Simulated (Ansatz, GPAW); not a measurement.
## A script for CuCl (GLLB-SC)

These are simulated results from GPAW 26.7.0, not measurements. The cell began as a database structure and was relaxed with r2SCAN in plane waves (Ansatz 0.2.0). All runs are without spin polarisation.

The symmetry is F-43m (No. 216, cubic); a = 5.357 Å in the conventional setting, 19.22 Å³ an atom. Around Cu lie 4 Cl at 2.32 Å; around Cl lie 4 Cu at 2.32 Å.

GLLB-SC is a model potential. Its fundamental gap is the Kohn-Sham gap plus a derivative discontinuity, which the script evaluates at the band edges among the listed k points. Its total energy isn't variational and serves nothing here.

The script, run.py:

```python
import json
from ase import Atoms
from gpaw import GPAW, PW, FermiDirac

atoms = Atoms(['Cu', 'Cl'],
              cell=[[1.894222, 1.09363, 3.092953], [-1.894222, 1.09363, 3.092953], [-0.0, -2.187259, 3.092953]],
              scaled_positions=[[0.991488, 0.991488, 0.991488], [0.241512, 0.241512, 0.241512]],
              pbc=True)
calc = GPAW(mode=PW(400), xc='GLLBSC', kpts={'size': (6, 6, 6), 'gamma': True},
            occupations=FermiDirac(0.02), maxiter=100, legacy_gpaw=True, txt='gpaw.txt')
atoms.calc = calc
res = {'energy': atoms.get_potential_energy(force_consistent=True)}
res['electrons'] = calc.get_number_of_electrons()
res['k'] = calc.get_ibz_k_points().tolist()
res['levels'] = [calc.get_eigenvalues(kpt=i).tolist() for i in range(len(res['k']))]
points = [[0.0, 0.0, 0.0], [0.5, 0.499968, -3.2e-05], [0.624992, 0.624952, 0.24996], [0.749976, 0.374928, 0.374952], [0.499984, 0.499952, 0.499968], [0.749984, 0.499936, 0.249952]]
bands = calc.fixed_density(kpts=points, symmetry='off', nbands=round(res['electrons']) // 2 + 6, convergence={'bands': -2}, txt='bands.txt')
res['points'] = [bands.get_eigenvalues(kpt=i).tolist() for i in range(len(points))]
homo, lumo = bands.get_homo_lumo()
potential = calc.hamiltonian.xc.response.calculate_discontinuity_potential(homo, lumo)
res['discontinuity'] = bands.hamiltonian.xc.response.calculate_discontinuity(potential)
json.dump(res, open('results.json', 'w'))
print('free energy (eV):', round(res['energy'], 5))
```

Command: `python run.py`. It took 22 s on 1 thread of Arm Neoverse V2, with other jobs on the host, peak memory 0.16 GiB.

The log gpaw.txt, trimmed of paths, versions and times, then the last line on the terminal. An iter line gives the energy in eV and the logarithms of the changes of orbitals (plane waves alone) and density (c: converged):

```
___ ___ ___ _ _ _
 |   |   |_  | | | |

 | | | | | . | | | |

 |__ |  _|___|_____|  26.7.0
 |___|_|

Input parameters:
  kpts: {gamma: True,
         size: (6, 6, 6)}
  maxiter: 100
  mode: {ecut: 400.0,
         name: pw}
  occupations: {fixmagmom: False,
                name: fermi-dirac,
                width: 0.02}
  xc: GLLBSC

System changes: positions, numbers, cell, pbc, initial_charges, initial_magmoms

Initialize ...

species:
  Cu:
    name:    Copper
    Z:       29.0
    valence: 11
    core:    18
    charge:  0.0  # [|e|]
    compensation charges:
      type: gauss
      rc: 0.33  # [Å]
      lmax: 2
    cutoffs:
      filter: 2.06  # [Å]
      core: 2.38  # [Å]
    projectors
    | kind |    occ | energy [eV] | rcut [Å] |

    |------|--------|-------------|----------|

    |   4s |  1.000 |      -7.104 |    1.164 |

    |   4p |  0.000 |      -2.358 |    1.164 |

    |   3d | 10.000 |      -8.481 |    1.058 |

    |    s |        |      20.107 |    1.164 |

    |    p |        |      24.854 |    1.164 |

    |    d |        |      18.730 |    1.058 |

    Using partial waves for Cu as LCAO basis

  Cl:
    name:    Chlorine
    Z:       17.0
    valence: 7
    core:    10
    charge:  0.0  # [|e|]
    compensation charges:
      type: gauss
      rc: 0.25  # [Å]
      lmax: 2
    cutoffs:
      filter: 1.40  # [Å]
      core: 1.49  # [Å]
    projectors
    | kind |    occ | energy [eV] | rcut [Å] |

    |------|--------|-------------|----------|

    |   3s |  2.000 |     -24.525 |    0.794 |

    |   3p |  5.000 |     -12.463 |    0.794 |

    |    s |        |       2.686 |    0.794 |

    |    p |        |      14.748 |    0.794 |

    |    d |        |       0.000 |    0.794 |

    Using partial waves for Cl as LCAO basis

Reference energy: -57519.474010  # eV

Spin-paired calculation

Convergence criteria:
 Maximum [total energy] change in last 3 cyles: 0.0005 eV / valence electron
 Maximum integral of absolute [dens]ity change: 0.0001 electrons / valence electron
 Maximum integral of absolute [eigenst]ate change: 4e-08 eV^2 / valence electron
 Maximum number of scf [iter]ations: 100
 (Square brackets indicate name in SCF output, whereas a 'c' in
 the SCF output indicates the quantity has converged.)

Symmetries present (total): 2

  ( 1  0  0)  ( 0  1  0)
  ( 0  1  0)  ( 1  0  0)
  ( 0  0  1)  ( 0  0  1)

216 k-points: 6 x 6 x 6 Monkhorst-Pack grid + [1/12,1/12,1/12]
68 k-points in the irreducible part of the Brillouin zone
       k-points in crystal coordinates                weights
   0:     0.00000000    0.00000000    0.00000000          1/216
   1:     0.00000000    0.00000000    0.16666667          2/216
   2:     0.00000000    0.00000000    0.33333333          2/216
   3:     0.00000000    0.00000000    0.50000000          1/216
   4:     0.16666667   -0.16666667    0.00000000          2/216
   5:     0.16666667   -0.16666667    0.16666667          4/216
   6:     0.16666667   -0.16666667    0.33333333          4/216
   7:     0.16666667   -0.16666667    0.50000000          2/216
   8:     0.16666667    0.00000000   -0.33333333          4/216
   9:     0.16666667    0.00000000   -0.16666667          4/216
          ...
  67:     0.50000000    0.50000000    0.50000000          1/216

Wave functions: Plane wave expansion
  Cutoff energy: 400.000 eV
  Number of coefficients (min, max): 692, 725
  Pulay-stress correction: 0.000000 eV/Ang^3 (de/decut=0.000000)
  Using FFTW library
  ScaLapack parameters: grid=1x1, blocksize=None
  Wavefunction extrapolation:
    Improved wavefunction reuse through dual PAW basis

Occupation numbers: Fermi-Dirac:
  width: 0.0200  # eV

Eigensolver
   Davidson(niter=2)

Densities:
  Coarse grid: 18*18*18 grid
  Fine grid: 36*36*36 grid
  Total Charge: 0.000000

Density mixing:
  Method: separate
  Backend: msr1
  Linear mixing parameter: 0.05
  old densities: 10
  Width of damping distribution: 1.1
  Damping of long wavelength oscillations: 20

Hamiltonian:
  XC and Coulomb potentials evaluated on a 36*36*36 grid
  Using the GLLBSC Exchange-Correlation functional
  External potential:
    NoExternalPotential

XC parameters: GLLBSC functional being used consists of
  -----------------------------------------------------------------------
  | Weight | Module     | Description                                   |

  -----------------------------------------------------------------------
  |  1.000 | SCREENING  | GGA_X_PBE_SOL with 2 nearest neighbor stencil |

  |  1.000 | RESPONSE   | eps=0.0500 eV                                 |

  |  1.000 | XC         | GGA_C_PBE_SOL with 2 nearest neighbor stencil |

  -----------------------------------------------------------------------

Memory estimate:
  Process memory now: 111.89 MiB
  Calculator: 22.40 MiB
    Density: 2.97 MiB
      Arrays: 1.16 MiB
      Localized functions: 0.92 MiB
      Mixer: 0.89 MiB
    Hamiltonian: 0.78 MiB
      Arrays: 0.76 MiB
      XC: 0.00 MiB
      Poisson: 0.00 MiB
      vbar: 0.02 MiB
    Wavefunctions: 18.65 MiB
      Arrays psit_nG: 9.78 MiB
      Eigensolver: 0.23 MiB
      Projections: 0.42 MiB
      Projectors: 7.25 MiB
      PW-descriptor: 0.97 MiB

Total number of cores used: 1

Number of atoms: 2
Number of atomic orbitals: 13
Number of bands in calculation: 13
Number of valence electrons: 18
Bands to converge: occupied

... initialized

Initializing position-dependent things.

Density initialized from atomic densities
Creating initial wave functions:
  13 bands from LCAO basis set
Positions:
   0 Cu     0.000000    0.000001    9.199877    ( 0.0000,  0.0000,  0.0000)
   1 Cl    -0.000000    0.000000    2.240956    ( 0.0000,  0.0000,  0.0000)

Unit cell:
           periodic     x           y           z      points  spacing
  1. axis:    yes    1.894222    1.093630    3.092953    18     0.1718
  2. axis:    yes   -1.894222    1.093630    3.092953    18     0.1718
  3. axis:    yes   -0.000000   -2.187259    3.092953    18     0.1718

  Lengths:   3.788200   3.788200   3.788200
  Angles:   60.004261  60.004261  60.004255

Effective grid spacing dv^(1/3) = 0.1875

iter:   1    -6.995805
iter:   2    -6.630675   -0.83  -1.57
iter:   3    -6.674055   -2.07  -1.60
iter:   4    -6.491610   -2.72  -1.57
iter:   5    -6.432892   -2.36  -1.96
iter:   6    -6.443671   -3.47  -1.89
iter:   7    -6.489057   -3.28  -1.85
iter:   8    -6.505336   -4.15  -2.01
iter:   9    -6.503251   -4.59  -2.03
iter:  10    -6.505571c  -5.32  -2.07
iter:  11    -6.502370c  -5.27  -2.07
iter:  12    -6.551675   -3.37  -2.04
iter:  13    -6.577914   -4.11  -2.52
iter:  14    -6.569397   -5.14  -3.42
iter:  15    -6.567748   -6.25  -3.93
iter:  16    -6.569594c  -6.58  -3.82
iter:  17    -6.569602c  -7.30  -4.07c
iter:  18    -6.569512c  -8.08c -4.47c

Converged after 18 iterations.

Energy contributions relative to reference atoms: (reference = -57519.474010)

Kinetic:        +27.530311
Potential:      -26.273601
External:        +0.000000
XC:              -8.149502
Entropy (-ST):   -0.000000
Local:           +0.323280
SIC:             +0.000000
--------------------------
Free energy:     -6.569512
Extrapolated:    -6.569512

GLLBSC response reference energy: 2.07234 eV (from HOMO)

Showing only first 2 kpts
 Kpt  Band  Eigenvalues  Occupancy
  0     7      2.07278    2.00000
  0     8      2.07278    2.00000
  0     9      3.78728    0.00000
  0    10      9.72857    0.00000

  1     7      1.92287    2.00000
  1     8      1.92291    2.00000
  1     9      4.76158    0.00000
  1    10      9.31671    0.00000

Fermi level: 3.02276

Gap: 1.714 eV
Transition (v -> c):
  (s=0, k=0, n=8, [0.00, 0.00, 0.00]) -> (s=0, k=0, n=9, [0.00, 0.00, 0.00])
No difference between direct/indirect transitions

free energy (eV): -6.56951
```

The gap in the log is over the mesh alone; results.json adds the listed points. GLLB-SC gives a gap of 2.54 eV (1.714 eV Kohn-Sham over the listed points plus 0.824 eV discontinuity). On the same cell, plane-wave PBE (Ansatz, 8×8×8 k points and the special points) gives a gap of 0.60 eV and r2SCAN a gap of 0.97 eV; on shared hosts these took about 4.7 and 10 core-seconds on the 2-atom cell, against 22 for the script. Semilocal gaps usually lie below measured ones.
